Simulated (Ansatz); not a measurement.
Runs of Ansatz 0.2.0 on Ir. The structure is cubic, space group Fm-3m (No. 225). Conventional cell: a = 3.831 Å, b = 3.831 Å, c = 3.831 Å, α = 90.00°, β = 90.00°, γ = 90.00°. Around Ir (site symmetry m-3m) lie 12 Ir at 2.71 Å. 

| task | level | potentials or basis | spin | U | cell | k mesh | cutoff (eV) | smearing | start of the occupations | double counting | hubbard projectors | scf n extra bands | basis error allowed | other keys | mesh quality | gap on the mesh (eV) | pressure (GPa) | relaxed volume (Å³/atom) |
| --- | --- | --- | --- | --- | --- | --- | --- | --- | --- | --- | --- | --- | --- | --- | --- | --- | --- | --- |
| relaxation of cell and atoms | r2SCAN+U | all-electron PAW datasets made for the crystal | off | Ir d U = 6.2 eV | relaxed | 12 × 12 × 12 | - | cold 0.01 eV | auto | fll | augmentation-sphere | 8 | - | scf.n_extra_bands = 8 | not flagged | - | 0.0 | 13.68 |
| single point | PBE | all-electron LAPW, scalar-relativistic | off | - | as given | 6 × 6 × 6 | 251 | fermi-dirac 0.02 eV | - | - | - | - | 0.003 eV/atom | - | coarse | none | 12.3 | - |
| single point | PBE | all-electron LAPW, scalar-relativistic | off | - | as given | 12 × 12 × 12 | 284 | fermi-dirac 0.05 eV | - | - | - | - | 0.001 eV/atom | - | not flagged | none | (a) | - |
| relaxation of cell and atoms | revPBE+D4 | all-electron LAPW, scalar-relativistic | non-collinear, random start | - | relaxed from: cell strained at random at fixed volume | 9 × 9 × 9 | - | fermi-dirac 0.05 eV | - | - | - | - | 0.001 eV/atom | - | not flagged | - | 0.0 | 13.98 |
| single point | PBE | all-electron LAPW, scalar-relativistic | off | - | cell strained at random at fixed volume | 12 × 12 × 12 | 292 | fermi-dirac 0.05 eV | - | - | - | - | 0.001 eV/atom | - | not flagged | none | 11.5 | - |

Problem. Estimate the missing entries.

Solution. (a) 11.1.

Caveats: some runs use coarse meshes; the U is typed as a test and isn't derived for this compound (some runs); the starting moments weren't kept (some runs).

A k mesh can miss the band edges, and the runs leave out spin-orbit coupling on Ir.

A gap of «none» marks a metal or a gap under the smearing width.

The runs don't all hold the same shells in valence.
